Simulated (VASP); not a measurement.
**TiO2 (Rutile): relaxation of cell and atoms with RPBE**

TiO2 (Rutile):

```
Ti O
1.0
     4.68843    0.00000    0.00000
     0.00000    4.68843    0.00000
     0.00000    0.00000    2.98275
Ti O
2 4
Direct
  0.00000 0.00000 0.00000
  0.50000 0.50000 0.50000
  0.30572 0.30572 0.00000
  0.19428 0.80572 0.50000
  0.69428 0.69428 0.00000
  0.80572 0.19428 0.50000
```

* Program: VASP 6.6.1
* Task: relaxation of cell and atoms
* Functional: RPBE
* Potentials or basis: VASP PAW PBE potentials, release 64 (Ti_sv, O)
* Cutoff: 600 eV
* k mesh: 6 × 6 × 10
* Occupations: gaussian, width 0.03 eV
* Spin: no spin polarisation
* Further INCAR settings: ALGO = Normal; EDIFF = 1e-07; IBRION = 2; EDIFFG = -0.005; NSW = 90; ISIF = 3

- Relaxed volume: 10.92 Å³/atom
- Relaxed cell: a = 4.688 Å, b = 4.688 Å, c = 2.982 Å, α = 90.00°, β = 90.00°, γ = 90.00°
- Space group after relaxing (to 0.05 Å): P4_2/mnm (No. 136)
- Energy gained by relaxing: 0.0 meV/atom
- Ionic steps: 2
- Pressure after relaxing: 0.0 GPa
- Band gap on the k mesh: 1.84 eV, direct

Final structure:
```
Ti O
1.0
     4.68773    0.00000    0.00000
     0.00000    4.68773    0.00000
     0.00000    0.00000    2.98236
Ti O
2 4
Direct
  0.00000 0.00000 0.00000
  0.50000 0.50000 0.50000
  0.30576 0.30576 0.00000
  0.19424 0.80576 0.50000
  0.69424 0.69424 0.00000
  0.80576 0.19424 0.50000
```

Levels at points of the mesh, in eV from the valence-band top:
| k point | band 22 | band 23 | band 24 | band 25 | band 26 | band 27 |
| --- | --- | --- | --- | --- | --- | --- |
| (0.00, 0.00, 0.00) | -0.40 | -0.40 | 0.00 | 1.84 | 2.13 | 2.39 |
| (0.50, 0.00, 0.00) | -1.48 | -0.68 | -0.68 | 2.47 | 2.47 | 2.88 |
| (0.50, 0.50, 0.00) | -1.20 | -0.99 | -0.99 | 1.87 | 1.87 | 2.46 |
| (0.00, 0.00, 0.50) | -2.07 | -1.36 | -1.36 | 2.81 | 2.81 | 3.09 |
| (0.50, 0.00, 0.50) | -1.91 | -0.93 | -0.93 | 1.89 | 1.89 | 3.11 |
| (0.50, 0.50, 0.50) | -1.13 | -0.66 | -0.66 | 2.50 | 2.50 | 3.11 |

Run time: 63 s on 2 MPI ranks on Intel(R) Xeon(R) Platinum 8488C (Sapphire Rapids) (shared host), peak memory 0.25 GiB a rank.

Caveat: the PAW data sets were made with another functional, which shifts forces and pressure a little. A k mesh can miss the band edges.
